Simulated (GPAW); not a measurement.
# Mg (Im-3m) in GPAW: further runs, part 2 of 2

GPAW 26.7.0.

### Step 4. RPA correlation energy, PBE

File run.py:

```python
import numpy as np
from ase.spacegroup import crystal
from ase.units import Bohr, Ha
from gpaw import GPAW, PW
from gpaw.hybrids.energy import non_self_consistent_energy
from gpaw.xc.rpa import RPACorrelation

# Mg 2a
atoms = crystal(['Mg'],
                basis=[[0.0, 0.0, 0.0]],
                spacegroup=229, setting=1,  # Im-3m
                cellpar=[3.54552899, 3.54552899, 3.54552899, 90.0, 90.0, 90.0],
                primitive_cell=True)

for x in [1.0]:
    ecuts = np.array([128.0, 160.0, 200])
    a = atoms.copy()
    a.set_cell(atoms.cell * x**(1 / 3), scale_atoms=True)
    calc = GPAW(mode=PW(650),
                xc='PBE',
                kpts={'size': (5, 5, 5), 'gamma': True},
                occupations={'name': 'fermi-dirac', 'width': 0.05},
                nbands=12,
                convergence={'density': 1e-06},
                maxiter=150,
                txt=f'gs-{x:.2f}.txt')
    a.calc = calc
    dft = a.get_potential_energy(force_consistent=True)
    calc.write(f'gs-{x:.2f}.gpw')
    exx = non_self_consistent_energy(calc, 'EXX').sum()
    calc.diagonalize_full_hamiltonian(nbands=int(a.get_volume() / Bohr**3 * (ecuts[-1] / Ha)**1.5 * 2**0.5 / 3 / np.pi**2 * 1.15) + 30)
    calc.write(f'full-{x:.2f}.gpw', mode='all')
    ec = RPACorrelation(f'full-{x:.2f}.gpw', ecut=ecuts, nfrequencies=16, skip_gamma=True, frequency_scale=2.5, txt=f'rpa-{x:.2f}.txt').calculate()
    slope, ec_inf = np.polyfit(ecuts**-1.5, ec, 1)
    print(f'V = {a.get_volume():.4f} A^3: DFT {dft:.5f}, EXX {exx:.5f}, correlation', *ec.round(5), f'extrapolated {ec_inf:.5f}, total {exx + ec_inf:.5f} eV', flush=True)
```

Potentials or basis: GPAW PAW data sets (gpaw-data 1.2.1), pw.

Started as:

```bash
OMP_NUM_THREADS=1 python run.py
```

The log of the run:

```text
Using integrator: PointIntegrator
FrequencyDescriptor(from 0.000+0.000j to 0.000+800.000j eV, 16 points)
Nonperiodic BCs:  [False False False]
Using integrator: PointIntegrator
FrequencyDescriptor(from 0.000+0.000j to 0.000+800.000j eV, 16 points)
Nonperiodic BCs:  [False False False]
Integrating chi0 body.

Symmetries of q_c:
    Direct symmetries (Uq -> q): 4
    Indirect symmetries (TUq -> q): 0
In total 4 allowed symmetries.

  ( 1  1  1)  ( 1  1  1)  ( 1  0  0)  ( 1  0  0)
  ( 0  0 -1)  ( 0 -1  0)  ( 0  1  0)  ( 0  0  1)
  ( 0 -1  0)  ( 0  0 -1)  ( 0  0  1)  ( 0  1  0)

45 groups of equivalent kpoints. 64.0% reduction.

Integral kind: hermitian response function
Integrating chi0 body.

Symmetries of q_c:
    Direct symmetries (Uq -> q): 4
    Indirect symmetries (TUq -> q): 0
In total 4 allowed symmetries.

  ( 1  1  1)  ( 1  1  1)  ( 1  0  0)  ( 1  0  0)
  ( 0  0 -1)  ( 0 -1  0)  ( 0  1  0)  ( 0  0  1)
  ( 0 -1  0)  ( 0  0 -1)  ( 0  0  1)  ( 0  1  0)

45 groups of equivalent kpoints. 64.0% reduction.

Integral kind: hermitian response function
Integrating chi0 body.

Symmetries of q_c:
    Direct symmetries (Uq -> q): 4
    Indirect symmetries (TUq -> q): 0
In total 4 allowed symmetries.
[... 176 lines left out ...]
Symmetries of q_c:
    Direct symmetries (Uq -> q): 2
    Indirect symmetries (TUq -> q): 0
In total 2 allowed symmetries.

  ( 1  1  1)  ( 1  0  0)
  ( 0  0 -1)  ( 0  1  0)
  ( 0 -1  0)  ( 0  0  1)

75 groups of equivalent kpoints. 40.0% reduction.

Integral kind: hermitian response function
Integrating chi0 body.

Symmetries of q_c:
    Direct symmetries (Uq -> q): 6
    Indirect symmetries (TUq -> q): 0
In total 6 allowed symmetries.

  ( 1  0  0)  ( 1  0  0)  ( 1  0  0)  ( 1  0  0)  ( 1  0  0)  ( 1  0  0)
  ( 0  1  0)  ( 0  1  0)  ( 0  0  1)  ( 0  0  1)  (-1 -1 -1)  (-1 -1 -1)
  ( 0  0  1)  (-1 -1 -1)  ( 0  1  0)  (-1 -1 -1)  ( 0  1  0)  ( 0  0  1)

35 groups of equivalent kpoints. 72.0% reduction.

Integral kind: hermitian response function
Integrating chi0 body.

Symmetries of q_c:
    Direct symmetries (Uq -> q): 6
    Indirect symmetries (TUq -> q): 0
In total 6 allowed symmetries.

  ( 1  0  0)  ( 1  0  0)  ( 1  0  0)  ( 1  0  0)  ( 1  0  0)  ( 1  0  0)
  ( 0  1  0)  ( 0  1  0)  ( 0  0  1)  ( 0  0  1)  (-1 -1 -1)  (-1 -1 -1)
  ( 0  0  1)  (-1 -1 -1)  ( 0  1  0)  (-1 -1 -1)  ( 0  1  0)  ( 0  0  1)

35 groups of equivalent kpoints. 72.0% reduction.

Integral kind: hermitian response function
Integrating chi0 body.

Symmetries of q_c:
    Direct symmetries (Uq -> q): 6
    Indirect symmetries (TUq -> q): 0
In total 6 allowed symmetries.

  ( 1  0  0)  ( 1  0  0)  ( 1  0  0)  ( 1  0  0)  ( 1  0  0)  ( 1  0  0)
  ( 0  1  0)  ( 0  1  0)  ( 0  0  1)  ( 0  0  1)  (-1 -1 -1)  (-1 -1 -1)
  ( 0  0  1)  (-1 -1 -1)  ( 0  1  0)  (-1 -1 -1)  ( 0  1  0)  ( 0  0  1)

35 groups of equivalent kpoints. 72.0% reduction.

Integral kind: hermitian response function
Integrating chi0 body.

Symmetries of q_c:
    Direct symmetries (Uq -> q): 8
    Indirect symmetries (TUq -> q): 0
In total 8 allowed symmetries.

  ( 1  1  1)  ( 1  1  1)  ( 1  0  0)  ( 1  0  0)  ( 0  1  0)  ( 0  1  0)
  ( 0  0 -1)  ( 0  0 -1)  ( 0  1  0)  ( 0  1  0)  ( 1  0  0)  ( 1  0  0)
  ( 0 -1  0)  (-1  0  0)  ( 0  0  1)  (-1 -1 -1)  ( 0  0  1)  (-1 -1 -1)

  ( 0  0 -1)  ( 0  0 -1)
  ( 1  1  1)  ( 1  1  1)
  ( 0 -1  0)  (-1  0  0)

30 groups of equivalent kpoints. 76.0% reduction.

Integral kind: hermitian response function
Integrating chi0 body.

Symmetries of q_c:
    Direct symmetries (Uq -> q): 8
    Indirect symmetries (TUq -> q): 0
In total 8 allowed symmetries.

  ( 1  1  1)  ( 1  1  1)  ( 1  0  0)  ( 1  0  0)  ( 0  1  0)  ( 0  1  0)
  ( 0  0 -1)  ( 0  0 -1)  ( 0  1  0)  ( 0  1  0)  ( 1  0  0)  ( 1  0  0)
  ( 0 -1  0)  (-1  0  0)  ( 0  0  1)  (-1 -1 -1)  ( 0  0  1)  (-1 -1 -1)
[... 89 lines left out ...]
  ( 1  0  0)  ( 1  0  0)  ( 0  1  0)  ( 0  1  0)  ( 0  0  1)  ( 0  0  1)
  ( 0  1  0)  ( 0  0  1)  ( 1  0  0)  ( 0  0  1)  ( 1  0  0)  ( 0  1  0)
  ( 0  0  1)  ( 0  1  0)  ( 0  0  1)  ( 1  0  0)  ( 0  1  0)  ( 1  0  0)

35 groups of equivalent kpoints. 72.0% reduction.

Integral kind: hermitian response function
Integrating chi0 body.

Symmetries of q_c:
    Direct symmetries (Uq -> q): 6
    Indirect symmetries (TUq -> q): 0
In total 6 allowed symmetries.

  ( 1  0  0)  ( 1  0  0)  ( 0  1  0)  ( 0  1  0)  ( 0  0  1)  ( 0  0  1)
  ( 0  1  0)  ( 0  0  1)  ( 1  0  0)  ( 0  0  1)  ( 1  0  0)  ( 0  1  0)
  ( 0  0  1)  ( 0  1  0)  ( 0  0  1)  ( 1  0  0)  ( 0  1  0)  ( 1  0  0)

35 groups of equivalent kpoints. 72.0% reduction.

Integral kind: hermitian response function
```

stdout:

```text
IBZ(<points: 10, symmetries: 48>)
Occupied bands: 6
DFT energy: -1.5448362229333286 eV
minus DFT-XC energy: 2.887079342394233 eV
Core-core contribution:           -196.175
Valence-core contribution:         -20.871
Valence-valence contribution:     -219.567
V = 22.2850 A^3: DFT -1.55136, EXX 9.27646, correlation -3.80895 -4.13188 -4.43717 extrapolated -5.07465, total 4.20181 eV
```

rpa-1.00.txt:

```text
Non-self-consistent RPA correlation energy

Atoms                          : Mg
Ground state XC functional     : PBE
Valence electrons              : 10
Number of bands                : 194
Number of spins                : 1
Number of k-points             : 125
Number of irreducible k-points : 10
Number of irreducible q-points : 10

    q: [0.0000 0.0000 0.0000] - weight: 0.008
    q: [0.2000 0.0000 0.0000] - weight: 0.096
    q: [0.2000 0.2000 -0.2000] - weight: 0.048
    q: [0.4000 0.0000 -0.2000] - weight: 0.192
[... 95 lines left out ...]
E_cut = 128 eV / Bands = 74:
E_c(q) = -3.093 eV
E_cut = 160 eV / Bands = 104:
E_c(q) = -3.435 eV
E_cut = 200 eV / Bands = 140:
E_c(q) = -3.709 eV

==========================================================

Total correlation energy:
   128:   -3.8090 eV
   160:   -4.1319 eV
   200:   -4.4372 eV

Extrapolated energies:
   128 - 160:  -4.944 eV
   160 - 200:  -5.205 eV
```

It took 92 s on 1 thread of Intel Xeon Platinum 8488C (Sapphire Rapids), shared host; peak memory 0.25 GiB.

The run converged, but some of its settings lie outside the range that counts as converged, so its numbers aren't taken as properties of the crystal.

Results:

- Free energy: -1.5514 eV
- Band gap on the k mesh, mean-field level: none (metal or under the smearing width)

Caveat: the k mesh is coarse (spacing up to 0.50 Å⁻¹), so the values aren't converged; the response cutoff is short for absolute correlation energies; RPA of a metal hangs on this mesh.
